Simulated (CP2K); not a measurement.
PbS (Galena):

```xyz
2
Lattice="4.1942 0.0000 0.0000 2.0971 3.6323 0.0000 2.0971 1.2108 3.4246" Properties=species:S:1:pos:R:3 pbc="T T T"
Pb    0.0000    0.0000    0.0000
S     4.1942    2.4215    1.7123
```

Base run:

| Item | Value |
| --- | --- |
| Program | CP2K 2026.2 |
| Functional | PBEsol |
| Potentials or basis | POTENTIAL_UZH Pb GTH-PBE-q4, S GTH-PBE-q6; TZVP-MOLOPT-PBE-GTH basis |
| Density cutoff | 9184 eV |
| k mesh | 8 × 8 × 8 |
| Occupations | fermi-dirac, width 0.05 eV |
| Spin | no spin polarisation |

Its results: band gap on the k mesh 0.10 eV, direct; pressure 1.5 GPa.

**Question.** After a change of settings the same cell gave: band gap on the k mesh 1.03 eV, direct; pressure 0.4 GPa. Which change was it?
A. functional from PBEsol to AM05
B. functional from PBEsol to PW91
C. functional from PBEsol to HLE17
D. functional from PBEsol to PBE

**Answer.** C.

Caveats: the potentials were made for another functional, which shifts forces and pressure; spin-orbit coupling is left out, which as a rule narrows the gap of such compounds by several tenths of an eV; the basis of atomic orbitals isn't converged, which shifts pressures, moduli and gaps; the potentials were made for a functional far from this one (some runs).
